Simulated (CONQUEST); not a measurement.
Runs of CONQUEST 1.3 on PtSe2 (Sudovikovite). It takes space group P-3m1 (No. 164, trigonal). The conventional cell has a = 3.724 Å, b = 3.724 Å, c = 5.062 Å, α = 90.00°, β = 90.00°, γ = 120.00°. Pt (site symmetry -3m) is surrounded by 6 Se at 2.49 Å. Around Se (site symmetry 3m) lie 3 Pt at 2.49 Å. 

```tsv
task	level	potentials or basis	spin	cell	smearing	other keys	gap on the mesh (eV)	pressure (GPa)	moment (μB)	V0 of scaled cells (Å³/atom)	B0 (GPa)	largest force (eV/Å)
single point	PBE	PseudoDojo NC PBE, DZP, grid cutoff 300 Ha	off	atoms moved at random, drawn with an rms of 0.05 Å	fermi-dirac 0.05 eV	-	none	10.9	-	-	-	2.28
single point	LDA-VWN	PseudoDojo NC LDA, SZP, grid cutoff 100 Ha	collinear, antiferromagnetic start	as given	methfessel-paxton of order 1 0.01 eV	General.NeutralAtomProjector = T	none	6.8	0.00	-	-	(b)
band structure	LDA-VWN	PseudoDojo NC LDA, SZP, grid cutoff 100 Ha	collinear, antiferromagnetic start	as given	methfessel-paxton of order 1 0.01 eV	General.NeutralAtomProjector = T	-	-	0.00	-	-	-
single point	PBE	PseudoDojo NC PBE, DZP, grid cutoff 150 Ha	off	atoms moved at random, drawn with an rms of 0.05 Å	fermi-dirac 0.05 eV	-	none	10.9	-	-	-	2.31
single point	PBE	PseudoDojo NC PBE, DZP, grid cutoff 200 Ha	off	atoms moved at random, drawn with an rms of 0.05 Å	fermi-dirac 0.05 eV	-	none	10.8	-	-	-	2.27
equation of state	PBEsol	PseudoDojo NC PBEsol, DZP, grid of 36 × 48 × 64 points	off	as given	fermi-dirac 0.05 eV	-	-	-	-	(a)	128	-
equation of state	LDA	PseudoDojo NC LDA, DZP, grid of 36 × 48 × 64 points	off	as given	fermi-dirac 0.05 eV	-	-	-	-	20.76	134	-
```

Alike in all rows: k mesh 7 × 5 × 4.

Problem. Estimate the missing entries.

Solution. (a) 21.12; (b) 1.15.

Caveats: the basis of atomic orbitals isn't converged, which shifts pressures, moduli and gaps; the box holds several primitive cells, so bands are folded and the points are those of the box's own zone (some runs); the atomic basis is small (some runs); the DZP basis gives volumes some 2 % larger than converged bases do, and moduli off by several per cent (some runs); the cell was scaled at fixed shape and fractional positions, which overstates the stiffness of a crystal with free parameters, most of all of layers and chains (some runs); forces of over 1 eV/Å show positions far from the minimum, so gaps and moduli don't describe the material at rest (some runs); spin-orbit coupling is left out, which moves the levels of the heavy elements (some runs).

A k mesh can miss the band edges, and the runs leave out spin-orbit coupling on Pt, Se.

A gap of «none» marks a metal or a gap under the smearing width.
